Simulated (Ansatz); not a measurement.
Runs of Ansatz 0.2.0 on MoS2. The structure is trigonal, space group R3m (No. 160). Conventional cell: a = 3.160 Å, b = 3.160 Å, c = 18.450 Å, α = 90.00°, β = 90.00°, γ = 120.00°. Mo (site symmetry 3m) has 6 S at 2.39 Å as nearest neighbours. Around S (site symmetry 3m) lie 3 Mo at 2.39 Å. S (site symmetry 3m) has 3 Mo at 2.39 Å as nearest neighbours. Measurements of this composition are mostly on another form, of space group No. 194.

| screening (1/Å) | gap on the mesh (eV) | pressure (GPa) | largest force (eV/Å) |
| --- | --- | --- | --- |
| 0.4 | (c) | 1.4 | 0.10 |
| 0.2 | 1.58 | (b) | 0.09 |
| 0.15 | 1.70 | 0.4 | 0.09 |
| 0.3 | 1.40 | 1.0 | 0.09 |
| 0.6 | (a) | 2.4 | 0.20 |
| 0.1 | 1.85 | 0.3 | 0.09 |

Alike in all rows: task single point; level HSE06 form with a typed share of exact exchange; potentials or basis Ansatz PAW; no spin polarisation; cell as given; k mesh 5 × 5 × 5; cutoff (eV) 420; smearing fermi-dirac 0.05 eV; the mesh is coarse, so values aren't converged.

Q: Estimate the missing entries.

A: (a) 1.17; (b) 0.6; (c) 1.29.

Caveats: all runs use coarse meshes; odd divisions of the mesh miss points on the zone boundary, where band edges often lie, so the gap on the mesh can be too wide; the PAW data sets come from PBE, with cores solved anew for the run's functional, which leaves a small shift of forces and pressure; the thresholds are loose for stress.

A k mesh can miss the band edges, and the runs leave out spin-orbit coupling on Mo.
